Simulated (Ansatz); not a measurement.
# Nb (Im-3m) in Ansatz: relaxation of cell and atoms with PBE+D4

Aim: the relaxation of cell and atoms of Nb with PBE+D4.

Everything below comes from runs of Ansatz 0.2.0. Logs are shortened: lines on timing, memory, paths and dates and some standing lists are left out, and cuts for length are marked.

### 1 The crystal as given

The structure is cubic, space group Im-3m (No. 229). The conventional cell has a = 3.328 Å, b = 3.328 Å, c = 3.328 Å, α = 90.00°, β = 90.00°, γ = 90.00°. Around Nb (site symmetry m-3m) lie 8 Nb at 2.88 Å.

### 2 Relaxation of cell and atoms, PBE+D4

Contents of input.yaml:

```yaml
crystal:
  lattice:
    - [-1.66395, 1.66395, 1.66395]
    - [1.66395, -1.66395, 1.66395]
    - [1.66395, 1.66395, -1.66395]
  atoms:
    - { symbol: Nb, position: [0.0, 0.0, 0.0] }
kpoints:
  mp_grid: { grid: [11, 11, 11] }
scf:
  occupations: { method: fermi_dirac, width: 0.05 }
hamiltonian:
  xc: pbe
  dispersion: d4
  pseudopotentials: { kind: all_electron, lapw: { basis_error: 0.001 } }
output:
  forces: true
  stress: true
relax:
  f_tol: 0.02
  max_steps: 60
  cell: {}
```

Potentials or basis: all-electron LAPW, scalar-relativistic.

Launch:

```sh
> ansatz run input.yaml --threads 1 --pin off --max-ram 3072MiB --backend cpu --events-out ev --progress --plain --runs-dir out
```

The log of the run:

```text
Warning: RAYON_NUM_THREADS=1 ignored (pool sized by the plan → 1); use --threads N
The last accepted step is kept in <dir> (removed where the run ends without a failure and the disk answers)
LAPW: plane waves up to 7.790 Å⁻¹, error target 1.0e-3 eV per atom; small_component_spin mean_spin; Nb in spheres of 1.398 Å, 29 of its electrons in bands, Dirac shells [] (how accurate: hamiltonian.pseudopotentials.lapw.basis_error, Limitations)
Engine: ansatz 0.2.0, aarch64-unknown-linux-gnu
Pseudopotentials: kind: all_electron
Pseudopotential: Nb, LAPW, valence charge 29, lapw/all_electron/scalar/gaussian/Nb, Koelling and Harmon's equation, gaussian nucleus
Functional definition: PBE
  parameter kappa = 0.804
  parameter beta = 0.06672455060314922
  exchange = pbe_x(kappa = kappa, mu = beta*pi^2/3)
  correlation = pbe_c(beta = beta)
Crystal: 1 atoms, lattice volume = 18.428 Å³
Basis set: ecut = 231.23226919799532 eV, 141 PW (Γ), exchange–correlation at level 2
Bands: 19, of which v1, the nominal top of the filled ones, is band 15 counted from 1 (14 counted from 0)
Symmetry: 48 space group operations
Space group: Im-3m (ITA 229), of the structure as read, at distance tolerance 2.6e-5 Å
k-points: 56 of 1331
Non-local potential: Nb, projectors of the file, none
Initial density: superposition of atomic densities (chi_scale 0.1, normalization cell)
Initial wavefunctions: plane waves of lowest kinetic energy (no species holds an atomic orbital)
Functional: x = pbe(κ = 0.804, μ = 0.2195149727645171), c = pbe(β = 0.06672455060314922)
iter 1 solved again at ethr=1.07e-3 eV; its pass at ethr=1.00e-1 eV (dr2=3.11e-1 eV) is discarded
SCF iter   1: F=—  HF=-103946.505873 eV  |F-HF|=—  |Δ(HF+E_count)|=         —  Δρ=4.71e-2  dr2=3.12e-1  ethr=1.07e-3  ⟨swp⟩=2.3  Hψ=6495  notcnv=0
preconditioner: auto → none  [insulator: Δε(μ)=0.110 eV  Ē_g=7.725 eV  σ=0.050 eV  W_gap=0.50  n_scr=12 (ndim 8)  ℏωp=19.3 eV  f_vac=0.000  D(μ)=0.96/eV (n_scr^D=12)  ε∞_Penn≈7.3]
iter 2 solved again at ethr=5.89e-5 eV; its pass at ethr=1.07e-3 eV (dr2=1.71e-2 eV) is discarded
SCF iter   2: F=—  HF=-103946.049995 eV  |F-HF|=—  |Δ(HF+E_count)|=   4.56e-1  Δρ=1.21e-2  dr2=1.71e-2  ethr=5.89e-5  ⟨swp⟩=2.0  Hψ=5423  notcnv=0
SCF iter   3: F=—  HF=-103946.042140 eV  |F-HF|=—  |Δ(HF+E_count)|=         —  Δρ=4.22e-3  dr2=1.87e-3  ethr=5.89e-5  ⟨swp⟩=2.0  Hψ=3062  notcnv=0
the basis was enlarged: its passes take 105.9 KiB over the memory plan, 1 of 1 planned eigensolver slots
SCF iter   4: F=—  HF=-103946.042354 eV  |F-HF|=—  |Δ(HF+E_count)|=   2.15e-4  Δρ=5.49e-4  dr2=2.56e-5  ethr=6.44e-6  ⟨swp⟩=2.0  Hψ=3067  notcnv=0
SCF iter   5: F=—  HF=-103946.042377 eV  |F-HF|=—  |Δ(HF+E_count)|=   2.24e-5  Δρ=5.30e-5  dr2=2.64e-7  ethr=8.83e-8  ⟨swp⟩=2.0  Hψ=3066  notcnv=0
SCF iter   6: F=-103946.042377 eV  HF=-103946.042377 eV  |F-HF|=6.55e-10  |Δ(HF+E_count)|=   2.56e-7  Δρ=1.85e-6  dr2=4.94e-10  ethr=9.11e-10  ⟨swp⟩=2.1  Hψ=3076  notcnv=0
SCF 1 converged in 6 iterations: F = -103946.042377 eV  dr2 = 4.94e-10
relax step   1: F+E_penalty+E_count = -103946.04237685 eV  Δ(F+E_penalty+E_count) = +0.000e0 eV  max|allowed force component| = 0.000e0 eV/Å  Δτ_max = 0.0000 Å  P = -4.787 GPa  Ω = 18.428 Å³  (6 SCF iters, accepted)
Crystal: 1 atoms, lattice volume = 16.737 Å³
Basis set: ecut = 246.55828759372125 eV, 141 PW (Γ), exchange–correlation at level 2
Initial density: handed on by an earlier stage of this run
Initial wavefunctions: those handed on with the density
iter 1 solved again at ethr=7.36e-6 eV; its pass at ethr=1.00e-1 eV (dr2=2.13e-3 eV) is discarded
SCF iter   1: F=—  HF=-103946.010326 eV  |F-HF|=—  |Δ(HF+E_count)|=         —  Δρ=4.11e-3  dr2=2.17e-3  ethr=7.36e-6  ⟨swp⟩=4.1  Hψ=5641  notcnv=0
preconditioner: auto → Kerker (q_TF=auto, 2.990 Å⁻¹)  [metal: Δε(μ)=0.046 eV  Ē_g=8.125 eV  σ=0.050 eV  W_gap=0.22  n_scr=12 (ndim 8)  ℏωp=20.3 eV  f_vac=0.000  D(μ)=1.92/eV (n_scr^D=18)]
SCF iter   2: F=—  HF=-103946.004824 eV  |F-HF|=—  |Δ(HF+E_count)|=   5.50e-3  Δρ=1.48e-3  dr2=3.48e-4  ethr=7.36e-6  ⟨swp⟩=2.1  Hψ=3069  notcnv=0
SCF iter   3: F=—  HF=-103946.004534 eV  |F-HF|=—  |Δ(HF+E_count)|=   2.90e-4  Δρ=7.50e-4  dr2=1.03e-4  ethr=1.20e-6  ⟨swp⟩=2.0  Hψ=3065  notcnv=0
SCF iter   4: F=—  HF=-103946.004510 eV  |F-HF|=—  |Δ(HF+E_count)|=   2.36e-5  Δρ=3.41e-4  dr2=2.28e-5  ethr=3.54e-7  ⟨swp⟩=2.0  Hψ=3064  notcnv=0
iter 5 solved again at ethr=4.41e-9 eV; its pass at ethr=7.87e-8 eV (dr2=1.28e-6 eV) is discarded
SCF iter   5: F=—  HF=-103946.004511 eV  |F-HF|=—  |Δ(HF+E_count)|=   1.07e-6  Δρ=8.22e-5  dr2=1.28e-6  ethr=4.41e-9  ⟨swp⟩=2.0  Hψ=5176  notcnv=0
SCF iter   6: F=-103946.004511 eV  HF=-103946.004511 eV  |F-HF|=1.10e-8  |Δ(HF+E_count)|=   1.12e-7  Δρ=1.24e-5  dr2=1.85e-8  ethr=4.41e-9  ⟨swp⟩=2.0  Hψ=3064  notcnv=0
SCF 2 converged in 6 iterations: F = -103946.004511 eV  dr2 = 1.85e-8
relax step   2: F+E_penalty+E_count = -103946.00451145 eV  Δ(F+E_penalty+E_count) = +3.787e-2 eV  max|allowed force component| = 0.000e0 eV/Å  Δτ_max = 0.0000 Å  P = +13.094 GPa  Ω = 16.737 Å³  (6 SCF iters, rejected (line search))
Crystal: 1 atoms, lattice volume = 17.943 Å³
Basis set: ecut = 235.38349135014468 eV, 141 PW (Γ), exchange–correlation at level 2
iter 1 solved again at ethr=4.33e-6 eV; its pass at ethr=1.00e-1 eV (dr2=1.25e-3 eV) is discarded
SCF iter   1: F=—  HF=-103946.053358 eV  |F-HF|=—  |Δ(HF+E_count)|=         —  Δρ=2.97e-3  dr2=1.28e-3  ethr=4.33e-6  ⟨swp⟩=4.1  Hψ=5631  notcnv=0
preconditioner: auto → Kerker (q_TF=auto, 2.956 Å⁻¹)  [metal: Δε(μ)=0.060 eV  Ē_g=7.674 eV  σ=0.050 eV  W_gap=0.28  n_scr=12 (ndim 8)  ℏωp=19.6 eV  f_vac=0.000  D(μ)=1.80/eV (n_scr^D=18)]
SCF iter   2: F=—  HF=-103946.050414 eV  |F-HF|=—  |Δ(HF+E_count)|=   2.94e-3  Δρ=1.07e-3  dr2=2.06e-4  ethr=4.33e-6  ⟨swp⟩=2.0  Hψ=3064  notcnv=0
SCF iter   3: F=—  HF=-103946.050267 eV  |F-HF|=—  |Δ(HF+E_count)|=   1.47e-4  Δρ=5.71e-4  dr2=6.62e-5  ethr=7.11e-7  ⟨swp⟩=2.0  Hψ=3068  notcnv=0
SCF iter   4: F=—  HF=-103946.050252 eV  |F-HF|=—  |Δ(HF+E_count)|=   1.45e-5  Δρ=2.55e-4  dr2=1.43e-5  ethr=2.28e-7  ⟨swp⟩=2.0  Hψ=3066  notcnv=0
iter 5 solved again at ethr=2.86e-9 eV; its pass at ethr=4.94e-8 eV (dr2=8.30e-7 eV) is discarded
SCF iter   5: F=—  HF=-103946.050253 eV  |F-HF|=—  |Δ(HF+E_count)|=   9.09e-7  Δρ=6.26e-5  dr2=8.29e-7  ethr=2.86e-9  ⟨swp⟩=2.0  Hψ=5180  notcnv=0
SCF iter   6: F=-103946.050253 eV  HF=-103946.050253 eV  |F-HF|=6.90e-9  |Δ(HF+E_count)|=   6.68e-8  Δρ=1.03e-5  dr2=1.44e-8  ethr=2.86e-9  ⟨swp⟩=2.0  Hψ=3066  notcnv=0
SCF 3 converged in 6 iterations: F = -103946.050253 eV  dr2 = 1.44e-8
relax step   3: F+E_penalty+E_count = -103946.05025327 eV  Δ(F+E_penalty+E_count) = -7.876e-3 eV  max|allowed force component| = 0.000e0 eV/Å  Δτ_max = 0.0000 Å  P = -0.330 GPa  Ω = 17.943 Å³  (6 SCF iters, accepted)
Crystal: 1 atoms, lattice volume = 17.908 Å³
Basis set: ecut = 235.68910228537874 eV, 141 PW (Γ), exchange–correlation at level 2
iter 1 solved again at ethr=8.00e-10 eV; its pass at ethr=1.00e-1 eV (dr2=2.32e-7 eV) is discarded
SCF iter   1: F=—  HF=-103946.050290 eV  |F-HF|=—  |Δ(HF+E_count)|=         —  Δρ=7.40e-5  dr2=7.96e-7  ethr=8.00e-10  ⟨swp⟩=5.5  Hψ=5758  notcnv=0
preconditioner: auto → Kerker (q_TF=auto, 2.957 Å⁻¹)  [metal: Δε(μ)=0.048 eV  Ē_g=7.665 eV  σ=0.050 eV  W_gap=0.23  n_scr=12 (ndim 8)  ℏωp=19.6 eV  f_vac=0.000  D(μ)=1.87/eV (n_scr^D=18)]
SCF iter   2: F=—  HF=-103946.050288 eV  |F-HF|=—  |Δ(HF+E_count)|=   2.04e-6  Δρ=2.55e-5  dr2=1.17e-7  ethr=8.00e-10  ⟨swp⟩=3.0  Hψ=3200  notcnv=0
SCF iter   3: F=-103946.050288 eV  HF=-103946.050288 eV  |F-HF|=1.14e-8  |Δ(HF+E_count)|=   9.17e-8  Δρ=1.35e-5  dr2=3.66e-8  ethr=4.02e-10  ⟨swp⟩=2.0  Hψ=3066  notcnv=0
SCF 4 converged in 3 iterations: F = -103946.050288 eV  dr2 = 3.66e-8
relax step   4: F+E_penalty+E_count = -103946.05028822 eV  Δ(F+E_penalty+E_count) = -3.495e-5 eV  max|allowed force component| = 0.000e0 eV/Å  Δτ_max = 0.0000 Å  P = +0.008 GPa  Ω = 17.908 Å³  (3 SCF iters, accepted)
iter 1 solved again at ethr=7.82e-11 eV; its pass at ethr=1.00e-1 eV (dr2=2.27e-8 eV) is discarded
SCF iter   1: F=—  HF=-103946.050289 eV  |F-HF|=—  |Δ(HF+E_count)|=         —  Δρ=1.16e-5  dr2=1.99e-8  ethr=7.82e-11  ⟨swp⟩=6.9  Hψ=6646  notcnv=0
preconditioner: auto → Kerker (q_TF=auto, 2.957 Å⁻¹)  [metal: Δε(μ)=0.048 eV  Ē_g=7.666 eV  σ=0.050 eV  W_gap=0.23  n_scr=12 (ndim 8)  ℏωp=19.6 eV  f_vac=0.000  D(μ)=1.87/eV (n_scr^D=18)]
SCF iter   2: F=-103946.050289 eV  HF=-103946.050289 eV  |F-HF|=1.76e-9  |Δ(HF+E_count)|=   6.42e-8  Δρ=7.20e-6  dr2=8.53e-9  ethr=6.87e-11  ⟨swp⟩=2.0  Hψ=3066  notcnv=0
SCF 5 converged in 2 iterations: F = -103946.050289 eV  dr2 = 8.53e-9
relax step   5: F+E_penalty+E_count = -103946.05028856 eV  Δ(F+E_penalty+E_count) = -3.365e-7 eV  max|allowed force component| = 0.000e0 eV/Å  Δτ_max = 0.0000 Å  P = +0.009 GPa  Ω = 17.908 Å³  stress off target by 8.97e-3 GPa  SCF on the basis re-selected at this cell (its energy is not comparable with the rows above)  (2 SCF iters)
basis re-selected at this cell: Δ(F+E_penalty+E_count) = -3.365e-7 eV, ΔP = +0.001 GPa vs the last step (what re-selecting the basis moved, after the strain that the cell walked since its last selection, with what the two solves' SCF thresholds leave and, on support functions, any second-order correction that the steps lacked; it is no measure of the basis error at this ecutwfc). This SCF's stress stands 8.97e-3 GPa from its target on what of the cell is left free (relax.cell.stress_tol is 5.00e-2 GPa) and its largest allowed force component is 0.00e0 eV/Å (relax.f_tol is 2.00e-2 eV/Å): within both
SCF converged after 2 iterations
Free energy (F): -103946.050289 eV
Harris-Foulkes:  -103946.050289 eV  (|F-HF|=1.76e-9)
Internal energy: -103946.034987 eV  (E = F + TS)
E sigma→0 (E₀):  -103946.042638 eV
Entropy (-TS):   -0.015302 eV (-15.302 meV/atom)
Fermi energy:    20.020983 eV
--- Per-component energies (eV) ---
  E_band       = -3691.414973
  E_kinetic    = 107541.507161
  E_xc         = -3240.287656
  E_electrostatic = -208246.918844  (all electrons and nuclei)
  E_disp       = -0.335648  (pairwise vdW)
  E_smearing   = -0.015302  (= −TS)
  E_closure    = 0.000000  (closes the sum)
  E_atoms      = -103935.548123  (free atoms, spherical and without spin; not in F)
  Σ components = -103946.050289   (vs F -103946.050289, Δ=0.00e0)
  Basis errors (estimates in eV, not in F): energy 2.4e-4 per atom: plane waves 2.0e-4 (1.1e-4 summed), levels above the bands 2.2e-87, relativity 6.1e-8, radial functions 4.4e-5, core shells 3.1e-7; eigenvalues (radial functions only) 1.8e-6; not estimated: angular momenta, meshes, grids; target (lapw.basis_error) 1.0e-3; muffin-tin radii Nb 1.385 Å
--- Forces (eV/Å), atoms counted from 1 ---
  atom   1  Nb     0.00000000     0.00000000     0.00000000
  max |Σ_I F_I| component: 7.40e-32 eV/Å
--- Stress (GPa, compression-positive) ---
        0.008974      -0.000000      -0.000000
       -0.000000       0.008974      -0.000000
       -0.000000      -0.000000       0.008974
  P = ⅓ Tr σ = 0.0090 GPa (0.090 kbar)
--- Relaxed structure (4 steps of the walk, 3 accepted, 1 SCFs on fresh bases) ---
  F+E_penalty+E_count = -103946.05028856 eV   max|allowed force component| = 0.000e0 eV/Å   (the final SCF, on the basis selected at the relaxed cell)
  cell:  # Å, volume = 17.9079 Å³
    - [-1.6481424354934295, 1.6481424354934295, 1.6481424354934295]
    - [1.6481424354934295, -1.6481424354934295, 1.6481424354934295]
    - [1.6481424354934295, 1.6481424354934295, -1.6481424354934295]
  atoms:
    - { symbol: Nb, position: [0.0, 0.0, 0.0] }
```

Run time: 15 s. Hardware: 1 thread of Arm Neoverse V1, shared host; peak memory 0.26 GiB.

Results:

```
Free energy                            : -103946.0503 eV
Relaxed volume                         : 17.91 Å³/atom
Relaxed cell                           : a = 2.855 Å, b = 2.855 Å, c = 2.855 Å, α = 109.47°, β = 109.47°, γ = 109.47°
Space group after relaxing (to 0.05 Å) : Im-3m (No. 229)
Energy gained by relaxing              : 7.9 meV/atom
Ionic steps                            : 4
Pressure after relaxing                : 0.0 GPa
```

The path:
| step | energy change (eV) | largest force (eV/Å) | volume (Å³) |
| --- | --- | --- | --- |
| 1 | 0.0000 | 0.0000 | 18.43 |
| 2 | -0.0079 | 0.0000 | 17.94 |
| 3 | -0.0079 | 0.0000 | 17.91 |
| 4 | -0.0079 | 0.0000 | 17.91 |

Final structure:
```
Nb
1.0
    -1.64814    1.64814    1.64814
     1.64814   -1.64814    1.64814
     1.64814    1.64814   -1.64814
Nb
1
Direct
  0.00000 0.00000 0.00000
```
